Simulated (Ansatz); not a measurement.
# MoS2: the cost of one run

Program: Ansatz 0.2.0. Level of theory: DFT PBE, scalar-relativistic, plane waves, PAW. These are calculated values, not measurements.

### 1 The structure to begin with

It takes space group P-3m1 (No. 164, trigonal). The conventional cell has a = 3.185 Å, b = 3.185 Å, c = 57.993 Å, α = 90.00°, β = 90.00°, γ = 120.00°. S (site symmetry 3m) is surrounded by 3 Mo at 2.41 Å. Mo (site symmetry 3m) is surrounded by 6 S at 2.40 to 2.41 Å. S (site symmetry 3m) is surrounded by 3 Mo at 2.40 Å.

Structure file:

```cif
data_structure
_symmetry_space_group_name_H-M 'P-3m1'
_symmetry_Int_Tables_number 164
_cell_length_a 3.1845
_cell_length_b 3.1845
_cell_length_c 57.9929
_cell_angle_alpha 90.000
_cell_angle_beta 90.000
_cell_angle_gamma 120.000
_cell_volume 509.33
loop_
_atom_site_label
_atom_site_type_symbol
_atom_site_symmetry_multiplicity
_atom_site_Wyckoff_symbol
_atom_site_fract_x
_atom_site_fract_y
_atom_site_fract_z
_atom_site_occupancy
S1 S 2 d 0.33333 0.66667 0.15519 1
Mo1 Mo 2 d 0.66667 0.33333 0.18194 1
S2 S 2 d 0.33333 0.66667 0.20867 1
S3 S 2 d 0.66667 0.33333 0.41765 1
Mo2 Mo 2 d 0.33333 0.66667 0.44438 1
S4 S 2 d 0.66667 0.33333 0.47113 1
```

Slab cut from the bulk at the bulk's listed lattice constants, lower half held.

### 2 Relaxing the atoms

File input.yaml:

```yaml
crystal:
  lattice:
    - [3.18454146, 0.0, 0.0]
    - [-1.59227073, 2.7578938, 0.0]
    - [0.0, 0.0, 57.9929279173]
  atoms:
    - { symbol: S, position: [0.33333333, 0.66666666, 0.1551913367] }
    - { symbol: Mo, position: [0.66666667, 0.33333334, 0.1819422969], spin: 1.0 }
    - { symbol: S, position: [0.33333333, 0.66666666, 0.2086731172] }
    - { symbol: S, position: [0.66666667, 0.33333334, 0.4176514092] }
    - { symbol: Mo, position: [0.33333333, 0.66666666, 0.4443822295], spin: 1.0 }
    - { symbol: S, position: [0.66666667, 0.33333334, 0.4711331997] }
    - { symbol: S, position: [0.33333333, 0.66666666, 0.5288668003] }
    - { symbol: Mo, position: [0.66666667, 0.33333334, 0.5556177705], spin: 1.0 }
    - { symbol: S, position: [0.33333333, 0.66666666, 0.5823485908] }
    - { symbol: S, position: [0.66666667, 0.33333334, 0.7913268828] }
    - { symbol: Mo, position: [0.33333333, 0.66666666, 0.8180577031], spin: 1.0 }
    - { symbol: S, position: [0.66666667, 0.33333334, 0.8448086633] }
basis:
  ecutwfc: 420.0
  fft_grid_basis: typed
kpoints:
  mp_grid: { grid: [9, 9, 1] }
hamiltonian:
  xc: pbe
  pseudopotentials: { kind: paw }
scf:
  occupations: { method: gaussian, width: 0.05 }
output:
  forces: true
  eigenvalues: true
  populations: true
efield:
  axis: 3
  dipole_correction: true
  ramp_width: 0.04
magnetization:
  spin_polarized: true
relax:
  adjacent_minimum: "off"
  f_tol: 0.04
  max_steps: 40
  constraints: [{ sites: [0, 1, 2, 3, 4, 5] }]
```

Command:

```sh
$ ansatz run input.yaml --threads 4 --pin off --max-ram 8847MiB --backend cpu --events-out ev --progress --plain --runs-dir out
```

Q: Estimate wall time and peak memory on 4 threads of Intel Xeon Platinum 8259CL at 2.50GHz (Skylake/Cascade Lake), shared host.

About 3 min, with a peak of 1.6 GiB.
